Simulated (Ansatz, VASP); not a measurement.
# GaN in two plane-wave programs, part 3 of 3

One calculation is typed for both programs; each brings its own data sets and cutoff. How far apart do they land? The cell is a member of a volume series, scaled by 1.02 from a relaxed one, so a pressure remains.

VASP 6.6.1 and Ansatz 0.2.0.

So far: The structure; VASP: zone-centre phonons, LDA, volume scaled by 1.02.

### Step 3. Ansatz: zone-centre phonons, LDA, volume scaled by 1.02

Level of this step: Ansatz beside VASP: Kohn-Sham DFT, plane waves, LDA (Ansatz).

Ansatz runs on its default PAW (the set named soft_2) files.

The same cell, functional (in two slightly different forms) and mesh now go to Ansatz, which takes its cutoff from its data sets.

Contents of input.yaml:

```yaml
crystal:
  lattice:
    - [3.1784778759, 0.0, 0.0]
    - [-1.5892389381, 2.7526425851, 0.0]
    - [0.0, 0.0, 5.1817583257]
  atoms:
    - { symbol: Ga, position: [0.66666667, 0.33333333, 0.5917570084] }
    - { symbol: Ga, position: [0.33333333, 0.66666667, 0.0917570084] }
    - { symbol: "N", position: [0.66666667, 0.33333333, 0.9682429916] }
    - { symbol: "N", position: [0.33333333, 0.66666667, 0.4682429916] }
hamiltonian:
  xc: lda
  pseudopotentials: { kind: paw }
kpoints:
  mp_grid: { grid: [14, 14, 8] }
scf:
  occupations: { method: fixed }
phonons:
  method: dfpt
  qpoints: [[0, 0, 0]]
  dielectric: true
  rigid_motions: translations
```

Command:

```console
$ ansatz run input.yaml --threads 4 --pin off --max-ram 9216MiB --backend cpu --events-out ev --progress --plain --runs-dir out
```

Numbers of over 12 decimals in the logs are rounded to 6 here.

Output:

```text
Engine: ansatz 0.2.0, aarch64-unknown-linux-gnu
Pseudopotentials: kind: paw
Pseudopotential: Ga, paw, valence charge 13, recommended cutoff 420 eV (normal), Ga.paw.azcp
Pseudopotential: N, paw, valence charge 5, recommended cutoff 420 eV (normal), N.paw.azcp
Functional definition: SPW92
  exchange = slater_x
  correlation = pw_c
Crystal: 4 atoms, lattice volume = 45.336 Å³
Basis set: ecut = 420 eV, 893 PW (Γ), exchange–correlation on 48×48×72 points (8 copies of the dense FFT grid, shifted against one another)
Bands: 22, of which v1, the nominal top of the filled ones, is band 18 counted from 1 (17 counted from 0)
Symmetry: 12 space group operations
k-points: 429 of 1568 (irreducible under 2 space group operations, time reversal used)
Non-local potential: Ga, projectors of the file, l = 0: 2, l = 1: 2, l = 2: 3, l = 3: 1
Non-local potential: N, projectors of the file, l = 0: 2, l = 1: 2, l = 2: 1
PAW form: soft (Blöchl's): semilocal exchange-correlation on the pseudo side does not see the compensation charge
PAW frozen core: Ga, regenerated for the run's functional, and the local potential with it (the file was generated under x = pbe(κ = 0.804, μ = 0.219515), c = pbe(β = 0.066725))
PAW frozen core: N, regenerated for the run's functional, and the local potential with it (the file was generated under x = pbe(κ = 0.804, μ = 0.219515), c = pbe(β = 0.066725))
PAW one-centre angular grid: Ga, 590 points (default); XC on 64 Gauss nodes
PAW one-centre angular grid: N, 110 points (default); XC on 64 Gauss nodes
Initial density: superposition of atomic densities (neutral atoms: chi_scale 0, normalization atom), corrected by the library's trained network
Initial wavefunctions: pseudopotential atomic-orbital guess
Functional: x = slater, c = lda
SCF iter   1: F=—  HF=-8164.195617 eV  |F-HF|=—  |Δ(HF+E_count)|=         —  Δρ=1.36e-2  dr2=8.02e-2  ethr=1.77e-3  ⟨swp⟩=4.4  Hψ=33153  notcnv=0  defer=379
preconditioner: auto → Resta (q_TF=auto, 2.625 Å⁻¹)  ε∞=5.0  [insulator: Δε(μ)=1.854 eV  Ē_g=16.535 eV  n_scr=22 (ndim 8)  ℏωp=33.1 eV  f_vac=0.008  ε∞_Penn≈5.0]
SCF iter   2: F=—  HF=-8164.173041 eV  |F-HF|=—  |Δ(HF+E_count)|=   2.26e-2  Δρ=3.59e-3  dr2=3.33e-3  ethr=2.23e-4  ⟨swp⟩=2.4  Hψ=17551  notcnv=0  defer=858
SCF iter   3: F=—  HF=-8164.172129 eV  |F-HF|=—  |Δ(HF+E_count)|=   9.12e-4  Δρ=1.63e-3  dr2=5.76e-4  ethr=9.24e-6  ⟨swp⟩=2.0  Hψ=10424  notcnv=0  defer=858
SCF iter   4: F=—  HF=-8164.171934 eV  |F-HF|=—  |Δ(HF+E_count)|=   1.95e-4  Δρ=1.21e-4  dr2=3.69e-6  ethr=1.60e-6  ⟨swp⟩=2.6  Hψ=15989  notcnv=0  defer=847
SCF iter   5: F=—  HF=-8164.171936 eV  |F-HF|=—  |Δ(HF+E_count)|=   1.75e-6  Δρ=2.69e-5  dr2=2.38e-7  ethr=1.03e-8  ⟨swp⟩=2.7  Hψ=17997  notcnv=0
SCF iter   6: F=—  HF=-8164.171936 eV  |F-HF|=—  |Δ(HF+E_count)|=   7.62e-8  Δρ=1.38e-5  dr2=6.44e-8  ethr=6.62e-10  ⟨swp⟩=2.0  Hψ=17160  notcnv=0
SCF iter   7: F=—  HF=-8164.171936 eV  |F-HF|=—  |Δ(HF+E_count)|=   5.78e-8  Δρ=5.58e-6  dr2=1.15e-8  ethr=1.79e-10  ⟨swp⟩=2.1  Hψ=16522  notcnv=0
SCF iter   8: F=—  HF=-8164.171936 eV  |F-HF|=—  |Δ(HF+E_count)|=   5.73e-9  Δρ=1.42e-6  dr2=6.56e-10  ethr=3.20e-11  ⟨swp⟩=2.0  Hψ=17029  notcnv=0
SCF iter   9: F=-8164.171936 eV  HF=-8164.171936 eV  |F-HF|=9.09e-12  |Δ(HF+E_count)|=  1.49e-10  Δρ=1.66e-7  dr2=1.25e-11  ethr=1.00e-12  ⟨swp⟩=7.0  Hψ=54319  notcnv=0
SCF 1 converged in 9 iterations: F = -8164.171936 eV  dr2 = 1.25e-11
  greatest PAW one-centre occupation: 0.996 electrons in one spin orbital (limit 2), on the Ga atom at site 1 (counted from 0), in its partial waves of l = 2
NSCF: frozen V_eff on 2 k-points
DFPT response loops at Γ: preconditioner auto → Resta (q_TF=auto, 2.625 Å⁻¹)  ε∞=5.5 (no band partly filled); β = 1.00, the filter's whole step (`scf.mixing.beta` (0.50) is not read by the response loops at its default; to damp them type it under 1.00, their step now; it binds the ground state too); Broyden in place of MSR1
── the response to a field inside a basis, on 14×14×8 k-points: an SCF that follows is theirs, and a resumed run solves both again ──
Bands: 19, of which v1, the nominal top of the filled ones, is band 18 counted from 1 (17 counted from 0)
k-points: 224 of 1568 (irreducible under 4 space group operations, time reversal used)
Initial density: handed on by an earlier stage of this run
Initial wavefunctions: pseudopotential atomic-orbital guess (no wavefunctions were taken with the density)
Eigensolver: Dense (224 Hₖ)
SCF iter   1: F=—  HF=-8164.174121 eV  |F-HF|=—  |Δ(HF+E_count)|=         —  Δρ=5.87e-4  dr2=2.90e-5  ethr=1.00e-1
preconditioner: auto → Resta (q_TF=auto, 2.625 Å⁻¹)  ε∞=6.0  [insulator: Δε(μ)=2.224 eV  Ē_g=14.856 eV  n_scr=22 (ndim 8)  ℏωp=33.1 eV  f_vac=0.007  ε∞_Penn≈6.0]
SCF iter   2: F=—  HF=-8164.174121 eV  |F-HF|=—  |Δ(HF+E_count)|=   5.23e-7  Δρ=3.35e-4  dr2=1.39e-5  ethr=8.06e-8
SCF iter   3: F=—  HF=-8164.174122 eV  |F-HF|=—  |Δ(HF+E_count)|=   4.20e-7  Δρ=6.98e-5  dr2=5.16e-7  ethr=3.85e-8
SCF iter   4: F=-8164.174121 eV  HF=-8164.174121 eV  |F-HF|=3.24e-9  |Δ(HF+E_count)|=   1.33e-6  Δρ=1.18e-5  dr2=4.45e-8  ethr=1.43e-9
SCF 1 converged in 4 iterations: F = -8164.174121 eV  dr2 = 4.45e-8
  greatest PAW one-centre occupation: 0.995 electrons in one spin orbital (limit 2), on the Ga atom at site 1 (counted from 0), in its partial waves of l = 2
DFPT response loops at Γ: preconditioner auto → Resta (q_TF=auto, 2.625 Å⁻¹)  ε∞=5.2 (no band partly filled); β = 1.00, the filter's whole step (`scf.mixing.beta` (0.50) is not read by the response loops at its default; to damp them type it under 1.00, their step now; it binds the ground state too); Broyden in place of MSR1
WARN: field response: ε∞ stands inside a basis, on 14×14×8 points; the force constants stand on the 14×14×8 k-mesh, whose period is 13.78 times the interband length at k = (0.0000, 0.0000, 0.0000), direct gap 1.960 eV, under 14: take them and everything formed from them as unconverged, and compare with a denser kpoints.mp_grid
SCF converged after 9 iterations
Free energy (F): -8164.171936 eV
Harris-Foulkes:  -8164.171936 eV  (|F-HF|=9.09e-12)
Internal energy: -8164.171936 eV  (E = F + TS)
E sigma→0 (E₀):  -8164.171936 eV
Fermi energy:    9.444976 eV
--- Per-component energies (eV) ---
  E_band       = -21.363831
  E_kinetic    = 493.946663
  E_local      = -3898.801691  (includes V_loc(G=0)·N_el)
  E_nonlocal   = 955.233737
  E_hartree    = 1789.425652
  E_xc         = -255.643141
  E_vxc        = -268.377406  (∫ρ·V_xc dr)
  E_paw        = -4070.289790  (= ΣΔE_a)
  E_vpaw       = -882.216485  (= ΣTr[D̂ρ^β])
  E_aug_tail   = 0.000050  (compensation charges beyond the density's cutoff)
  E_ewald      = -3181.660463
  E_core_change = 3.617048  (= ΣΔE_core)
  E_smearing   = -0.000000  (= −TS)
  E_closure    = 0.000000  (closes the sum)
  Σ components = -8164.171936   (vs F -8164.171936, Δ=0.00e0)
--- Band table (eV; the first three rows and the last of 429) ---
  k-point 0: bands = [... 14 lower, 8.3943, 9.3954, 9.4450, 9.4450, 11.4046, 13.6508, 18.5158, 19.2073]
  k-point 1: bands = [... 14 lower, 8.4324, 8.8973, 9.4034, 9.4034, 11.8280, 13.6840, 18.4047, 19.2257]
  k-point 2: bands = [... 14 lower, 8.5413, 8.5413, 9.2840, 9.2840, 12.5770, 13.7628, 18.1261, 18.8268]
  k-point 428: bands = [... 14 lower, 5.3466, 5.6655, 7.2485, 7.6476, 15.1068, 15.8794, 16.8178, 17.4562]
--- Phonons (Γ-DFPT): 4 representative perturbations + reference, on 429 of 1568 k-points (Σ response iterations 14) ---
  k mesh reduced under 2 symmetry operations, with k and −k counted as one. Each operation leaves every solved perturbation unchanged. A smaller set is not considered because the run solves the response to a homogeneous field
  ASR residual: 1.035e-4 → 0.000e0 eV/Å²; symmetrization residual: 1.281e-5 eV/Å²
  ASR residual per site (eV/Å²): 1.47e-5 1.47e-5 1.04e-4 1.04e-4
  Γ frequencies (cm⁻¹): 0.00 0.00 0.00 140.95 140.95 327.11 517.24 539.90 539.90 547.21 547.21 675.50
  ε∞ (high-frequency dielectric tensor):
        5.755478    -0.000000     0.000000
       -0.000000     5.755478     0.000000
        0.000000     0.000000     5.932183
  ε⁰ (static dielectric tensor: ions relaxed, cell fixed):
       10.067663    -0.000000     0.000000
       -0.000000    10.067663    -0.000000
        0.000000    -0.000000    11.145739
  ε⁰ − ε∞ (ionic part):
        4.312185    -0.000000     0.000000
       -0.000000     4.312185    -0.000000
        0.000000    -0.000000     5.213556
  softest optical mode at Γ: 140.95 cm⁻¹; the repairs (sum rule, projections) moved no ω² at Γ by more than (2.23 cm⁻¹)²
  Born effective charges Z* (e; rows j = field, columns β = displacement):
    site 0:
         2.59883   -0.00000    0.00000
        -0.00000    2.59883    0.00000
         0.00000    0.00000    2.73766
    site 1:
         2.59883   -0.00000    0.00000
        -0.00000    2.59883    0.00000
         0.00000    0.00000    2.73766
    site 2:
        -2.59883    0.00000   -0.00000
         0.00000   -2.59883   -0.00000
        -0.00000   -0.00000   -2.73766
    site 3:
        -2.59883    0.00000   -0.00000
         0.00000   -2.59883   -0.00000
        -0.00000   -0.00000   -2.73766
  Z* charge neutrality: 2.237e-3 e pre-enforcement
  solved inside a basis spanned on kpoints, on 14×14×8 k-points, its susceptibility summed on 20×20×10: ε∞ is read to err by 2.2e-2, Z* by 1.5e-2 e (field_mesh: kpoints solves on kpoints); Z* is corrected for what the basis lacks
  optical modes at Γ without the LO–TO term, one row a degenerate level:
      ω (cm⁻¹)  modes    IR ((D/Å)²/amu)
        140.95      2             0.0000
        327.11      1             0.0000
        517.24      1            29.6490
[...]
optical modes at Γ + LO–TO along q̂ = [1.0000, 0.0000, 0.0000]:
      ω (cm⁻¹)  modes    IR ((D/Å)²/amu)
[...]
optical modes at Γ + LO–TO along q̂ = [0.0000, 1.0000, 0.0000]:
      ω (cm⁻¹)  modes    IR ((D/Å)²/amu)
[...]
675.50      1             0.0000
        714.06      1            26.7183
  optical modes at Γ + LO–TO along q̂ = [0.0000, 0.0000, 1.0000]:
      ω (cm⁻¹)  modes    IR ((D/Å)²/amu)
        140.95      2             0.0000
        327.11      1             0.0000
        539.90      2            53.4365
        547.21      2             0.0000
        675.50      1             0.0000
        708.99      1            29.6490
--- Phonons (arbitrary-q DFPT): 1 explicit q-point ---
  q = [0, 0, 0] (of the zone-centre solve; hermiticity 6.57e-7, symmetrization 3.78e-7): -0.00 0.00 0.00 140.95 140.95 327.11 517.24 539.90 539.90 547.21 547.21 675.50
  sum rule: each row above includes the acoustic sum rule's correction from the zone centre's row sums; it moved no ω² by more than (1.42 cm⁻¹)²
```

It took 2.5 min on 4 threads of Arm Neoverse V1, shared host; peak memory 2.1 GiB; 9.7 min of CPU time.

In the SCF lines HF is the Harris–Foulkes energy and dr2 the Hartree energy of the density residual, in eV; the loop may stop once dr2 is under the threshold and the program's other checks hold. Hψ counts applications of the Hamiltonian.

### Step 4. Side by side

Known differences besides the potentials themselves: the two LDA forms differ slightly; the cutoff is 420 eV in Ansatz and 560 eV in VASP; VASP's log shows a relativistic correction to its local exchange, Ansatz's none. Total energies have different zeros and are not compared.

The two programs side by side:

```csv
quantity,Ansatz,VASP,difference
ε∞ xx,5.76,5.69,+1.20 %
ε∞ yy,5.76,5.69,+1.20 %
ε∞ zz,5.93,5.86,+1.24 %
Born charge of Ga1 (mean of the diagonal) (e),2.65,2.64,+0.01
Born charge of N3 (mean of the diagonal) (e),-2.65,-2.64,-0.01
optical mode 1 to 2 (cm⁻¹),140.9,140.7,+0.19 %
optical mode 3 (cm⁻¹),327.1,330.4,-1.00 %
optical mode 4 (cm⁻¹),517.2,522.4,-0.99 %
optical mode 5 to 6 (cm⁻¹),539.9,544.9,-0.93 %
optical mode 7 to 8 (cm⁻¹),547.2,552.3,-0.93 %
optical mode 9 (cm⁻¹),675.5,679.7,-0.62 %
```

Modes are paired by rising frequency and degeneracy, not by their patterns, so a pair may still set unlike modes beside each other.

### Step 5. Outcome

| Item | Value |
| --- | --- |
| r.m.s. difference of the optical zone-centre modes, each program's sorted by frequency (zone-centre phonons, LDA, volume scaled by 1.02) | 4.2 cm⁻¹ |
| difference in ε∞ zz (zone-centre phonons, LDA, volume scaled by 1.02) | +1.2 % |

In words: The r.m.s. difference of the optical zone-centre modes, each program's sorted by frequency is 4.2 cm⁻¹ (zone-centre phonons, LDA, volume scaled by 1.02). Among the rows given in per cent, the largest difference of the zone-centre phonons, LDA, volume scaled by 1.02 pair is in ε∞ zz, +1.2 %; the dielectric tensor converges slowly with the mesh, which Ansatz refines and VASP takes as typed. 1 further run of this series is not shown here. Such differences can come from data sets, numerical settings and the points named under the comparisons, not from the functional's error against experiment.

[Lines on the potential files, build, host, timing and source positions are cut from VASP's logs without a mark.]

[Logs are printed without paths, hosts, clocks, repeated set-up lines and the standing remarks that a program may print on its own settings, such as how far it seeks lower states.]

[Hosts, paths, dates, database ids (printed as entryN), source tags and the programs' standing remarks are cut or masked in the printed files.]
